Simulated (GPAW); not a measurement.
# CdS (Greenockite) (P6_3mc) in GPAW: notebook, part 2 of 2

GPAW 26.7.0. Earlier steps stand in the parts before.

### Step 4. Relaxation of cell and atoms, BLYP

File run.py:

```python
from ase.filters import FrechetCellFilter
from ase.io import read, write
from ase.optimize import LBFGS
from gpaw import GPAW, PW, setup_paths

setup_paths.insert(0, '.')

atoms = read('CdS.cif')

calc = GPAW(mode=PW(600),
            xc='BLYP',
            kpts={'size': (5, 5, 3), 'gamma': True},
            occupations={'name': 'fermi-dirac', 'width': 0.05},
            nbands=31,
            convergence={'density': 1e-06, 'energy': 1e-06, 'eigenstates': 1e-10},
            eigensolver='davidson',
            maxiter=150,
            txt='gpaw.txt')
atoms.calc = calc
opt = LBFGS(FrechetCellFilter(atoms), trajectory='relax.traj', logfile='-')
done = opt.run(fmax=0.02, steps=40)
calc.write('gs.gpw')
write('result.traj', atoms)
print('Converged:', done)
print('Cell:', atoms.cell.cellpar().round(4))
print('Volume:', round(atoms.get_volume(), 4))
print(atoms.get_scaled_positions().round(5))
```

File CdS.cif:

```cif
data_CdS
_cell_length_a 4.15000000
_cell_length_b 4.15000000
_cell_length_c 6.73700000
_cell_angle_alpha 90.00000000
_cell_angle_beta 90.00000000
_cell_angle_gamma 120.00000000
_space_group_name_H-M_alt 'P6_3mc'
_space_group_name_Hall 'P 6c -2c'
_space_group_IT_number 186
loop_
_space_group_symop_operation_xyz
'x,y,z'
'x-y,x,z+1/2'
'-y,x-y,z'
'-x,-y,z+1/2'
'-x+y,-x,z'
'y,-x+y,z+1/2'
'y,x,z+1/2'
'x,x-y,z'
'x-y,-y,z+1/2'
'-y,-x,z'
'-x,-x+y,z+1/2'
'-x+y,y,z'
loop_
_atom_site_label
_atom_site_type_symbol
_atom_site_symmetry_multiplicity
_atom_site_Wyckoff_symbol
_atom_site_fract_x
_atom_site_fract_y
_atom_site_fract_z
_atom_site_occupancy
Cd1 Cd 2 b 0.6666666667 0.3333333333 0.5000000000 1
S1 S 2 b 0.6666666667 0.3333333333 0.8750000000 1
```

Potentials or basis: PAW data sets generated in the run's folder for this functional, pw.

On the command line:

```sh
> gpaw-setup -f BLYP Cd S
> OMP_NUM_THREADS=1 python run.py
```

gpaw.txt:

```text
__  _  _
 | _ |_)|_||  |
 |__||  | ||/\| - 26.7.0

Input parameters:
  mode=PW(ecut=600.0),
  convergence={'density': 1e-06, 'energy': 1e-06, 'eigenstates': 1e-10},
  eigensolver=Davidson(niter=2),
  kpts=MonkhorstPack(size=(5, 5, 3), gamma=True),
  maxiter=150,
  nbands=31,
  occupations=Occupations(name='fermi-dirac', width=0.05),
  xc=XC(name='BLYP')

Diagonalizing LCAO Hamiltonian
Converting LCAO to pw mode

            S

            Cd
        S

        Cd

Atoms  # Å, Bohr magnetons
|   | symbol |        x |        y |        z |    initial magnetic moments |
|---|--------|----------|----------|----------|-----------------------------|
| 0 |     Cd | 2.075000 | 1.198002 | 3.368500 | ( 0.0000,  0.0000,  0.0000) |
| 1 |     Cd | 0.000000 | 2.396004 | 0.000000 | ( 0.0000,  0.0000,  0.0000) |
| 2 |      S | 2.075000 | 1.198002 | 5.894875 | ( 0.0000,  0.0000,  0.0000) |
| 3 |      S | 0.000000 | 2.396004 | 2.526375 | ( 0.0000,  0.0000,  0.0000) |

Unit cell  # Å
| periodic |         x |        y |        z |  lengths |     angles |
|----------|-----------|----------|----------|----------|------------|
|      yes |  4.150000 | 0.000000 | 0.000000 | 4.150000 |  90.000000 |
|      yes | -2.075000 | 3.594005 | 0.000000 | 4.150000 |  90.000000 |
|      yes |  0.000000 | 0.000000 | 6.737000 | 6.737000 | 120.000000 |
[... 143 lines left out ...]
SCF iterations
|iter     | |      energy | eigst |  dens |
|---------|-|-------------|-------|-------|
|iter:   1| |  -11.671194 | -0.35 |       |
|iter:   2| |  -11.419879 | -1.81 | -1.09 |
|iter:   3| |  -10.539024 | -1.34 | -1.13 |
|iter:   4| |  -10.515532 | -3.04 | -1.71 |
|iter:   5| |  -10.514960 | -3.74 | -2.10 |
|iter:   6| |  -10.515150 | -4.60 | -2.69 |
|iter:   7| |  -10.515168 | -5.57 | -3.55 |
|iter:   8| |  -10.515171c| -6.25 | -4.03 |
|iter:   9| |  -10.515171c| -7.10 | -4.75 |
|iter:  10| |  -10.515171c| -7.91 | -5.19 |
|iter:  11| |  -10.515171c| -8.61 | -5.42 |
|iter:  12| |  -10.515171c| -9.38 | -5.81 |
|iter:  13| |  -10.515171c|-10.26c| -6.42c|
[... 48 lines left out ...]
Stress tensor  # eV/Ang^3
|         x |         y |         z |
|-----------|-----------|-----------|
| -0.029865 |  0.000000 | -0.000000 |
|  0.000000 | -0.029865 | -0.000000 |
| -0.000000 | -0.000000 | -0.034632 |

[... 273 lines left out ...]
|      yes | -0.000000 |  0.000000 |  6.934070 | 6.934070 | 120.000000 |

Number of symmetries: 6
Symmetry operations  # r_c * U_cc + t_c -> r_c
|   | kind |            matrix            |
|---|------|------------------------------|
| 0 |  σ   |  1, 1, 0,  0,-1, 0,  0, 0, 1 |
| 1 |  E   |  1, 0, 0,  0, 1, 0,  0, 0, 1 |
| 2 |  C3  |  0, 1, 0, -1,-1, 0,  0, 0, 1 |
| 3 |  σ   |  0,-1, 0, -1, 0, 0,  0, 0, 1 |
| 4 |  σ   | -1, 0, 0,  1, 1, 0,  0, 0, 1 |
| 5 |  C3  | -1,-1, 0,  1, 0, 0,  0, 0, 1 |
[... 196 lines left out ...]
Stress tensor  # eV/Ang^3
|         x |         y |         z |
|-----------|-----------|-----------|
| -0.002980 |  0.000000 |  0.000000 |
|  0.000000 | -0.002980 |  0.000000 |
|  0.000000 |  0.000000 | -0.002230 |

Forces  # eV/Ang
|        x |       y |        z |
|----------|---------|----------|
|  0.00000 | 0.00000 |  0.02758 |  # Cd   0
|  0.00000 | 0.00000 |  0.02759 |  # Cd   1
|  0.00000 | 0.00000 | -0.02740 |  # S    2
| -0.00000 | 0.00000 | -0.02741 |  # S    3

Interpolating wave functions to new cell
[... 8 lines left out ...]
Atoms  # Å, Bohr magnetons
|   | symbol |        x |        y |         z |    initial magnetic moments |
|---|--------|----------|----------|-----------|-----------------------------|
| 0 |     Cd | 2.133247 | 1.231630 |  3.469017 | ( 0.0000,  0.0000,  0.0000) |
| 1 |     Cd | 0.000000 | 2.463261 | -0.007705 | ( 0.0000,  0.0000,  0.0000) |
| 2 |      S | 2.133247 | 1.231630 |  6.091990 | ( 0.0000,  0.0000,  0.0000) |
| 3 |      S | 0.000000 | 2.463261 |  2.615270 | ( 0.0000,  0.0000,  0.0000) |

Unit cell  # Å
| periodic |         x |         y |         z |  lengths |     angles |
|----------|-----------|-----------|-----------|----------|------------|
|      yes |  4.266493 | -0.000000 | -0.000000 | 4.266493 |  90.000000 |
|      yes | -2.133247 |  3.694891 |  0.000000 | 4.266493 |  90.000000 |
|      yes | -0.000000 |  0.000000 |  6.953443 | 6.953443 | 120.000000 |

Number of symmetries: 6
Symmetry operations  # r_c * U_cc + t_c -> r_c
|   | kind |            matrix            |
|---|------|------------------------------|
| 0 |  σ   |  1, 1, 0,  0,-1, 0,  0, 0, 1 |
| 1 |  E   |  1, 0, 0,  0, 1, 0,  0, 0, 1 |
| 2 |  C3  |  0, 1, 0, -1,-1, 0,  0, 0, 1 |
| 3 |  σ   |  0,-1, 0, -1, 0, 0,  0, 0, 1 |
| 4 |  σ   | -1, 0, 0,  1, 1, 0,  0, 0, 1 |
| 5 |  C3  | -1,-1, 0,  1, 0, 0,  0, 0, 1 |
[... 436 lines left out ...]
Stress tensor  # eV/Ang^3
|         x |         y |         z |
|-----------|-----------|-----------|
| -0.000282 | -0.000000 | -0.000000 |
|  0.000000 | -0.000282 |  0.000000 |
|  0.000000 |  0.000000 |  0.000438 |

Forces  # eV/Ang
|        x |       y |        z |
|----------|---------|----------|
| -0.00000 | 0.00000 |  0.02546 |  # Cd   0
|  0.00000 | 0.00000 |  0.02546 |  # Cd   1
| -0.00000 | 0.00000 | -0.02532 |  # S    2
| -0.00000 | 0.00000 | -0.02532 |  # S    3

Interpolating wave functions to new cell
[... 222 lines left out ...]
Gap: 0.889 eV
Transition (v -> c):
  (s=0, k=0, n=17, [0.00, 0.00, 0.00]) -> (s=0, k=0, n=18, [0.00, 0.00, 0.00])
No difference between direct/indirect transitions

Stress tensor  # eV/Ang^3
|         x |         y |        z |
|-----------|-----------|----------|
|  0.000116 | -0.000000 | 0.000000 |
| -0.000000 |  0.000116 | 0.000000 |
|  0.000000 | -0.000000 | 0.000459 |

Forces  # eV/Ang
|        x |        y |        z |
|----------|----------|----------|
|  0.00000 |  0.00000 |  0.01674 |  # Cd   0
|  0.00000 |  0.00000 |  0.01675 |  # Cd   1
| -0.00000 |  0.00000 | -0.01658 |  # S    2
|  0.00000 | -0.00000 | -0.01659 |  # S    3

# Writing to gs.gpw (mode='')
```

stdout:

```text
Step          Energy          fmax
LBFGS:    0      -10.515172        0.869974
LBFGS:    1      -10.541075        0.771761
LBFGS:    2      -10.651672        0.081018
LBFGS:    3      -10.653214        0.029772
LBFGS:    4      -10.653326        0.026285
LBFGS:    5      -10.653445        0.017293
Converged: True
Cell: [  4.2698   4.2698   6.9572  90.      90.     120.    ]
Volume: 109.8438
[[0.66667 0.33333 0.49911]
 [0.33333 0.66667 0.99911]
 [0.66667 0.33333 0.87589]
 [0.33333 0.66667 0.37589]]
```

It took 85 s on 1 thread of Intel Xeon Platinum 8488C (Sapphire Rapids), shared host; peak memory 0.24 GiB.

What came out:

* Free energy: -10.6534 eV
* Relaxed volume: 27.46 Å³/atom
* Relaxed cell: a = 4.270 Å, b = 4.270 Å, c = 6.957 Å, α = 90.00°, β = 90.00°, γ = 120.00°
* Space group after relaxing (to 0.05 Å): P6_3mc (No. 186)
* Energy gained by relaxing: 34.6 meV/atom
* Ionic steps: 6
* Pressure after relaxing: 0.0 GPa
* Largest force after relaxing: 0.017 eV/Å
* Band gap on the k mesh: 0.89 eV, direct

Forces on the atoms (eV/Å):
```
Cd   0.000  0.000  0.017
Cd   0.000  0.000  0.017
S    0.000  0.000 -0.017
S    0.000  0.000 -0.017
```

Step by step:
| step | energy change (eV) | largest force (eV/Å) | pressure (GPa) | volume (Å³) |
| --- | --- | --- | --- | --- |
| 1 | 0.0000 | 0.0620 | 5.04 | 100.48 |
| 2 | -0.0259 | 0.0480 | 4.47 | 101.34 |
| 3 | -0.1365 | 0.0276 | 0.44 | 108.75 |
| 4 | -0.1380 | 0.0288 | 0.06 | 109.62 |
| 5 | -0.1382 | 0.0255 | 0.01 | 109.74 |
| 6 | -0.1383 | 0.0167 | -0.04 | 109.84 |

Final structure:
```
CELL_PARAMETERS angstrom
4.26979 0.00000 0.00000
-2.13490 3.69775 0.00000
0.00000 0.00000 6.95716
ATOMIC_POSITIONS crystal
Cd 0.66667 0.33333 0.49911
Cd 0.33333 0.66667 0.99911
S 0.66667 0.33333 0.87589
S 0.33333 0.66667 0.37589
```

Caveat: later steps reuse the first step's grids. Zero-point motion and thermal expansion aren't in these numbers.

### Step 5. Relaxation of cell and atoms, r2SCAN+D3(BJ)

File run.py:

```python
from ase.calculators.mixing import SumCalculator
from ase.filters import FrechetCellFilter
from ase.io import read, write
from ase.optimize import FIRE
from dftd3.ase import DFTD3
from gpaw import GPAW, PW

atoms = read('POSCAR')

calc = GPAW(mode=PW(600),
            xc='MGGA_X_R2SCAN+MGGA_C_R2SCAN',
            kpts={'size': (5, 5, 3), 'gamma': True},
            occupations={'name': 'fermi-dirac', 'width': 0.05},
            nbands=31,
            convergence={'density': 1e-05, 'energy': 1e-05},
            maxiter=150,
            txt='gpaw.txt')
atoms.calc = SumCalculator([calc, DFTD3(method='r2scan', damping='d3bj')])
opt = FIRE(FrechetCellFilter(atoms), trajectory='relax.traj', logfile='-')
done = opt.run(fmax=0.05, steps=100)
calc.write('gs.gpw')
write('result.traj', atoms)
print('Converged:', done)
print('Cell:', atoms.cell.cellpar().round(4))
print('Volume:', round(atoms.get_volume(), 4))
print(atoms.get_scaled_positions().round(5))
```

File POSCAR:

```
CdS
1.0
    4.1500000000      0.0000000000      0.0000000000
   -2.0750000000      3.5940054257      0.0000000000
    0.0000000000      0.0000000000      6.7370000000
Cd S
2 2
Direct
    0.6666666667      0.3333333333      0.5000000000
    0.3333333333      0.6666666667      0.0000000000
    0.6666666667      0.3333333333      0.8750000000
    0.3333333333      0.6666666667      0.3750000000
```

Potentials or basis: GPAW PAW data sets (gpaw-data 1.2.1), pw.

On the command line:

```sh
> OMP_NUM_THREADS=1 python run.py
```

Run time: 3.6 min. Hardware: 1 thread of Intel Xeon Platinum 8488C (Sapphire Rapids), shared host; peak memory 0.7 GiB.

It converged, with:

- Free energy: -49.2592 eV
- Relaxed volume: 25.06 Å³/atom
- Relaxed cell: a = 4.145 Å, b = 4.145 Å, c = 6.737 Å, α = 90.00°, β = 90.00°, γ = 120.00°
- Space group after relaxing (to 0.05 Å): P6_3mc (No. 186)
- Energy gained by relaxing: 0.3 meV/atom
- Ionic steps: 4
- Pressure after relaxing: -0.2 GPa
- Largest force after relaxing: 0.022 eV/Å
- Band gap on the k mesh: 1.63 eV, direct
- Dispersion energy per atom: -0.146 eV

Forces in eV/Å, atoms in the order of the input:
```
Cd   0.000  0.000 -0.022
Cd   0.000  0.000 -0.022
S    0.000  0.000  0.022
S    0.000  0.000  0.022
```

Stress tensor (GPa, compression positive):
```
-0.27  0.00  0.00
 0.00 -0.27  0.00
 0.00  0.00 -0.11
```

The path:
```
step  energy change (eV)  largest force (eV/Å)  pressure (GPa)  volume (Å³)
   1              0.0000                0.0690           -0.36       100.48
   2             -0.0003                0.0603           -0.33       100.44
   3             -0.0008                0.0439           -0.28       100.36
   4             -0.0012                0.0223           -0.21       100.24
```

Final structure:
```
CELL_PARAMETERS angstrom
4.14506 0.00000 0.00000
-2.07253 3.58972 0.00000
0.00000 0.00000 6.73698
ATOMIC_POSITIONS crystal
Cd 0.66667 0.33333 0.49945
Cd 0.33333 0.66667 0.99945
S 0.66667 0.33333 0.87554
S 0.33333 0.66667 0.37554
```

Levels at points of the mesh, in eV from the valence-band top:
```csv
k point,band 14,band 15,band 16,band 17,band 18,band 19,band 20,band 21,band 22,band 23
"(0.00, 0.00, 0.00)",-0.77,-0.77,-0.05,0.00,0.00,1.63,3.22,6.94,6.94,7.27
```

Caveat: later steps reuse the first step's grids; the PAW data sets were made with another functional, which shifts forces and pressure a little. r2SCAN opens gaps a little over a GGA but as a rule still falls short of measured ones.

### Step 6. Single point, PBE

File run.py:

```python
from ase import Atoms
from ase.dft.bandgap import bandgap
from ase.io import write
from ase.units import GPa
from gpaw import GPAW, PW

atoms = Atoms(['Cd', 'Cd', 'S', 'S'],
              cell=[[4.15, 0.0, 0.0],
                    [-2.075, 3.5940054257, 0.0],
                    [0.0, 0.0, 6.737]],
              scaled_positions=[[0.6666666667, 0.3333333333, 0.5],
                                [0.3333333333, 0.6666666667, 0.0],
                                [0.6666666667, 0.3333333333, 0.875],
                                [0.3333333333, 0.6666666667, 0.375]],
              pbc=True)

calc = GPAW(mode=PW(600),
            xc='PBE',
            kpts={'size': (7, 7, 4), 'gamma': True},
            occupations={'name': 'methfessel-paxton', 'order': 0, 'width': 0.013000000000000001},
            nbands=31,
            convergence={'density': 1e-05, 'energy': 1e-05},
            maxiter=150,
            txt='gpaw.txt')
atoms.calc = calc
energy = atoms.get_potential_energy()
forces = atoms.get_forces()
stress = atoms.get_stress()
calc.write('gs.gpw')
write('result.traj', atoms)
print(f'Energy: {energy:.6f} eV')
print('Forces (eV/A):')
print(forces.round(4))
print('Stress (GPa):', (stress / GPa).round(3))
print('Fermi level:', round(calc.get_fermi_level(), 4), 'eV')
print(f'Gap: {bandgap(calc)[0]:.4f} eV, direct: {bandgap(calc, direct=True)[0]:.4f} eV')
```

Potentials or basis: GPAW PAW data sets (gpaw-data 1.2.1), pw.

On the command line:

```sh
> OMP_NUM_THREADS=1 python run.py
```

gpaw.txt:

```text
__  _  _
 | _ |_)|_||  |
 |__||  | ||/\| - 26.7.0

Input parameters:
  mode=PW(ecut=600.0),
  convergence={'density': 1e-05, 'energy': 1e-05},
  kpts=MonkhorstPack(size=(7, 7, 4), gamma=True),
  maxiter=150,
  nbands=31,
  occupations=Occupations(name='methfessel-paxton', order=0, width=0.013000000000000001),
  xc=XC(name='PBE')

Diagonalizing LCAO Hamiltonian
Converting LCAO to pw mode

            S

            Cd
        S

        Cd

Atoms  # Å, Bohr magnetons
|   | symbol |         x |        y |        z |    initial magnetic moments |
|---|--------|-----------|----------|----------|-----------------------------|
| 0 |     Cd |  2.075000 | 1.198002 | 3.368500 | ( 0.0000,  0.0000,  0.0000) |
| 1 |     Cd | -0.000000 | 2.396004 | 0.000000 | ( 0.0000,  0.0000,  0.0000) |
| 2 |      S |  2.075000 | 1.198002 | 5.894875 | ( 0.0000,  0.0000,  0.0000) |
| 3 |      S | -0.000000 | 2.396004 | 2.526375 | ( 0.0000,  0.0000,  0.0000) |

Unit cell  # Å
[... 166 lines left out ...]
Energy contributions:
  Kinetic:          37.011610
  Coulomb:         -33.548933
  Zero:              0.289945
  External:          0.000000
  Xc:              -16.431855
  Entropy:          -0.000000
  Spinorbit:         0.000000
  ----------------------------
  Free energy:     -12.679234
  Extrapolated:    -12.679234

dipole moment: (-0.000000, -0.000021, -18.993700)  # |e|*Ang

Fermi level: 3.619
Eigenvalues  # (at kpt = [0.000, 0.000, 0.000])
| band index |      eig [eV] | occ [0-2] |
|------------|---------------|-----------|
|          0 |        -8.851 |     2.000 |
|        ... |               |           |
|         10 |        -3.654 |     2.000 |
|         11 |        -3.320 |     2.000 |
|         12 |        -0.883 |     2.000 |
|         13 |         2.699 |     2.000 |
|         14 |         2.699 |     2.000 |
|         15 |         3.419 |     2.000 |
[... 8 lines left out ...]
|         24 |        10.993 |     0.000 |
|         25 |        11.129 |     0.000 |
|        ... |               |           |
|         30 |        14.988 |     0.000 |

Gap: 1.177 eV
Transition (v -> c):
  (s=0, k=0, n=17, [0.00, 0.00, 0.00]) -> (s=0, k=0, n=18, [0.00, 0.00, 0.00])
No difference between direct/indirect transitions

Forces  # eV/Ang
|        x |        y |        z |
|----------|----------|----------|
| -0.00000 | -0.00000 | -0.06686 |  # Cd   0
| -0.00000 |  0.00000 | -0.06740 |  # Cd   1
| -0.00000 |  0.00000 |  0.06680 |  # S    2
| -0.00000 |  0.00000 |  0.06744 |  # S    3

Stress tensor  # eV/Ang^3
|         x |         y |         z |
|-----------|-----------|-----------|
| -0.010039 |  0.000000 | -0.000000 |
|  0.000000 | -0.010039 |  0.000000 |
| -0.000000 |  0.000000 | -0.014059 |

# Writing to gs.gpw (mode='')
```

Run time: 41 s. Hardware: 1 thread of Arm Neoverse V2, shared host; peak memory 0.23 GiB.

What came out:

```yaml
Free_energy: -12.6792 eV
Pressure: 1.8 GPa
Largest_force: 0.067 eV/Å
Band_gap_on_the_k_mesh: 1.18 eV, direct
```

Forces on the atoms (eV/Å):
```
Cd   0.000  0.000 -0.067
Cd   0.000  0.000 -0.067
S    0.000  0.000  0.067
S    0.000  0.000  0.067
```

### Step 7. The runs side by side

| task | level | potentials or basis | cell | k mesh | smearing | eigensolver | optimizer | fmax | max steps | gap on the mesh (eV) | pressure (GPa) | relaxed volume (Å³/atom) | largest force (eV/Å) |
| --- | --- | --- | --- | --- | --- | --- | --- | --- | --- | --- | --- | --- | --- |
| relaxation of cell and atoms | revTPSS+D3 | GPAW PAW data sets (gpaw-data 1.2.1), pw | relaxed | 5 × 5 × 3 | fermi-dirac 0.05 eV | davidson | BFGS | 0.02 eV/Å | 60 | 1.42 | 0.1 | 24.10 | - |
| relaxation of cell and atoms | BLYP | PAW data sets generated in the run's folder for this functional, pw | relaxed | 5 × 5 × 3 | fermi-dirac 0.05 eV | davidson | LBFGS | 0.02 eV/Å | 40 | 0.89 | 0.0 | 27.46 | 0.02 |
| relaxation of cell and atoms | r2SCAN+D3(BJ) | GPAW PAW data sets (gpaw-data 1.2.1), pw | relaxed | 5 × 5 × 3 | fermi-dirac 0.05 eV | - | FIRE | 0.05 eV/Å | 100 | 1.63 | -0.2 | 25.06 | 0.02 |
| single point | PBE | GPAW PAW data sets (gpaw-data 1.2.1), pw | as given | 7 × 7 × 4 | gaussian 0.013 eV | - | - | - | - | 1.18 | 1.8 | - | 0.07 |

Alike in all rows: no spin polarisation; cutoff (eV) 600.

Caveats: later steps reuse the first step's grids (some runs); the PAW data sets were made with another functional, which shifts forces and pressure a little (some runs).

Absolute energies hang on the potentials; compare differences alone.

### Step 8. How close it comes

Step 6. A measured gap of CdS is 2.5809 eV (quoted in “Isotope dependence of band-gap energy”, 2008, arxiv:0807.2152); the calculated 1.18 eV misses it by -1.40 eV. So large a miss can be the level of theory's own, or it may mean another phase, state or a wrong row. Spin-orbit coupling on Cd is left out. The value is that of PBE, without temperature or zero-point motion. Semilocal functionals fall short of measured gaps as a rule.
